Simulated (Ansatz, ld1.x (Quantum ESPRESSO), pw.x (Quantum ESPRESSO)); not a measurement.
**What a changed setting does to a pw.x run (bcc Si)**

Potential: norm-conserving Troullier–Martins (Kleinman–Bylander form), ld1.x (Quantum ESPRESSO) 7.5, PBE; core [Ne], reference 3s1.5 3p2.5; waves: 3s (bound): rc 1.60 bohr; 3p (bound): rc 1.55 bohr; 3d channel at 0.05 Ry: rc 1.70 bohr; local part: all-electron potential smoothed inside 1.30 bohr (lloc = -2); core correction: a·sin(br)/r model core inside 1.55 bohr.

The reference run (k-mesh 15³, cutoffs 55/220 Ry, Fermi–Dirac 0.01 Ry, mixing_beta 0.4, conv_thr 1e-9, no spin) gives -0.22 GPa at 14.593 Å³/atom, where all-electron LAPW gives 0.35 GPa. This run, with its own iteration cap, changes ecutwfc (ecutrho with it) to 8, a wrong or extreme entry chosen on purpose.

```
&control
  calculation='scf', prefix='x', pseudo_dir='./', outdir='./tmp', tstress=.true., disk_io='none'
/
&system
  ibrav=0, nat=1, ntyp=1, ecutwfc=8, ecutrho=32, nbnd=9,
  occupations='smearing', smearing='fd', degauss=0.01
/
&electrons
  conv_thr=1e-09, mixing_beta=0.4, electron_maxstep=70
/
ATOMIC_SPECIES
Si 1.0 Si.UPF
CELL_PARAMETERS angstrom
  -1.53943562 1.53943562 1.53943562
  1.53943562 -1.53943562 1.53943562
  1.53943562 1.53943562 -1.53943562
ATOMIC_POSITIONS crystal
Si 0.0000 0.0000 0.0000
K_POINTS automatic
15 15 15 0 0 0
```

```bash
pw.x < Si.scf.in > Si.scf.out
```

**Question.** How does the run end?

**Answer.** It converges in 6 iterations; the free energy moves by +961.8 meV/atom and the pressure by -10.90 GPa. The result is not a property of the crystal.

```
Message from routine setup:
     using ibrav=0 with symmetry is DISCOURAGED, use correct ibrav instead
     lattice parameter (alat)  =       5.0387  a.u.
     unit-cell volume          =      98.4784 (a.u.)^3
     number of electrons       =         4.00
     number of Kohn-Sham states=            9
     kinetic-energy cutoff     =       8.0000  Ry
     charge density cutoff     =      32.0000  Ry
     scf convergence threshold =      1.0E-09
     Exchange-correlation= PBE
     number of k points=   120  Fermi-Dirac smearing, width (Ry)=  0.0100
     iteration #  1     ecut=     8.00 Ry     beta= 0.40
     total energy              =      -7.98582368 Ry
     estimated scf accuracy    <       0.00396088 Ry
     iteration #  2     ecut=     8.00 Ry     beta= 0.40
     total energy              =      -7.98583915 Ry
     estimated scf accuracy    <       0.00126358 Ry
     iteration #  3     ecut=     8.00 Ry     beta= 0.40
     total energy              =      -7.98588995 Ry
     estimated scf accuracy    <       0.00000739 Ry
     iteration #  4     ecut=     8.00 Ry     beta= 0.40
     total energy              =      -7.98589014 Ry
     estimated scf accuracy    <       0.00000008 Ry
     iteration #  5     ecut=     8.00 Ry     beta= 0.40
     total energy              =      -7.98589014 Ry
     estimated scf accuracy    <          3.1E-09 Ry
     iteration #  6     ecut=     8.00 Ry     beta= 0.40
     the Fermi energy is    10.6777 ev
!    total energy              =      -7.98589014 Ry
     estimated scf accuracy    <          1.3E-11 Ry
     smearing contrib. (-TS)   =      -0.00184672 Ry
     The total energy is F=E-TS. E is the sum of the following terms:
     one-electron contribution =       4.70503496 Ry
     hartree contribution      =       0.02209066 Ry
     xc contribution           =      -2.70334861 Ry
     ewald contribution        =     -10.00782043 Ry
     convergence has been achieved in   6 iterations
          total   stress  (Ry/bohr**3)                   (kbar)     P=     -111.25
     Message from routine punch:
     Nothing written, as per user request (disk_io='none')
```

The run took about 0.5 s on one core of a shared host (Neoverse-V2, 192 threads, 742 GiB, load 41).
